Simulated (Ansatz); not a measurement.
Li2O under changes of volume

One of the cells (8.399 Å³/atom); the others are scaled copies at fixed shape and fractional positions:

```
O Li
1.0
     0.00000    2.32685    2.32685
     2.32685    0.00000    2.32685
     2.32685    2.32685    0.00000
O Li
1 2
Direct
  0.00000 0.00000 0.00000
  0.25000 0.25000 0.25000
  0.75000 0.75000 0.75000
```

The cell comes from a database or a generator and needn't be the stable form of this composition.

* Program: Ansatz 0.2.0
* Functional: r2SCAN
* Potentials or basis: Ansatz PAW
* Cutoff: 500 eV (not typed: the program's choice for these potentials)
* k mesh: 10 × 10 × 10
* Occupations: fermi-dirac, width 0.05 eV
* Spin: no spin polarisation

```csv
volume (Å³/atom),energy over the lowest point (meV/atom),pressure (GPa),gap on the mesh (eV)
7.895,0.00,0.8,5.79
8.063,0.11,-1.0,5.74
8.231,2.04,-2.6,5.70
8.399,5.61,-4.1,5.65
8.567,10.66,-5.5,5.61
8.735,?,?,?
8.903,24.64,-7.8,5.37
```

Q: What does the run at 8.735 Å³/atom give?

A: Energy over the lowest point 17.05 meV/atom; pressure -6.7 GPa; gap on the mesh 5.51 eV.

Worked out: A Birch-Murnaghan fit of order 3 (a polynomial in V^(-2/3)) to the other rows has its minimum at 7.97 Å³/atom with B0 = V·E''(V) = 87 GPa and B' = 3.9. It gives 17.05 meV/atom at 8.735 Å³/atom, against the run's 17.05, and -dE/dV = -6.7 GPa, against -6.7. A parabola through the other rows of the gap, of slope -5.18 eV per unit of ln V there, gives 5.49 eV, against the run's 5.51.

Energies are extrapolated to zero smearing.

Caveats: the PAW data sets come from PBE, with cores solved anew for the run's functional, which leaves a small shift of forces and pressure.

A mesh can miss the band edges.
